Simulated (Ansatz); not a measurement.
Reactions of `FCC(F)(F)OCC(F)(F)F`.

Program: Ansatz. Geometries: PBE0-D4/def2-TZVP. ΔE: electronic, gas phase. CCSD(T)/CBS is the MP2 limit (def2-TZVPP, def2-QZVPP) plus CCSD(T) − MP2 in def2-TZVPP, frozen cores. This one scheme is used for every species, atoms too. For atomizations the MP2-based limit and the directly extrapolated one differ by several kJ/mol either way, and by 10 to 25 for some Ge, Se and Sn compounds, so smaller differences from it don't rank the levels. Functionals use def2-TZVPP. No spin–orbit coupling; open shells (•) take unrestricted orbitals. Spin–orbit coupling would lower the free atoms: a little for C, F, O. Bonds to Se are less sure, by a few kJ/mol each and by 10 to 20 or more in all where they break to atoms, as the def2 sets lack core-valence functions. Scalar relativity is left out up to krypton. Each species was taken in one conformer, which may not be the lowest.

```tsv
reaction	r2SCAN-D4 (kcal/mol)	MP2/CBS(def2) (kcal/mol)	ωB97M-V (kcal/mol)
`FCC(F)(F)OCC(F)(F)F` → `FCC(F)(F)OC(F)(F)CF`	7.2	7.6	7.0
`FCC(F)(F)OCC(F)(F)F` + H₂ → `FC(F)F` + `COC(F)(F)CF`	-10.1	-11.2	-10.5
`FCC(F)(F)OCC(F)(F)F` + H₂ → `FCC(F)F` + `OCC(F)(F)F`	-7.9	-10.3	-9.0
`FCC(F)(F)OCC(F)(F)F` + CH₃OH → `COC(F)(F)CF` + `OCC(F)(F)F`	-4.3	-4.1	-4.2
`FCC(F)(F)OCC(F)(F)F` → `FCC(F)C(F)(F)OC(F)F`	7.1	7.2	6.6
`FCC(F)(F)OCC(F)(F)F` → 4 C• + 6 F• + 4 H• + O•	1488.6	1536.5	1484.6
`FCC(F)(F)OCC(F)(F)F` → `FC(F)COC(F)(F)C(F)F`	7.9	7.7	7.7
`FCC(F)(F)OCC(F)(F)F` → `FCC(F)(F)COC(F)(F)F`	-0.4	-0.5	-0.6
`FCC(F)(F)OCC(F)(F)F` + H₂Se → `FC(F)(F)[SeH]` + `COC(F)(F)CF`	8.2	8.4	9.2
```

(1) Give the CCSD(T)/CBS values in the same order. (An estimate is asked.)

Largest T1 diagnostic: 0.012, for `FCC(F)C(F)(F)OC(F)F`.

Answers

(1) Ansatz gave: 7.2, -11.2, -10.2, -4.0, 7.0, 1476.2, 7.4, -0.3, 9.4 kcal/mol.
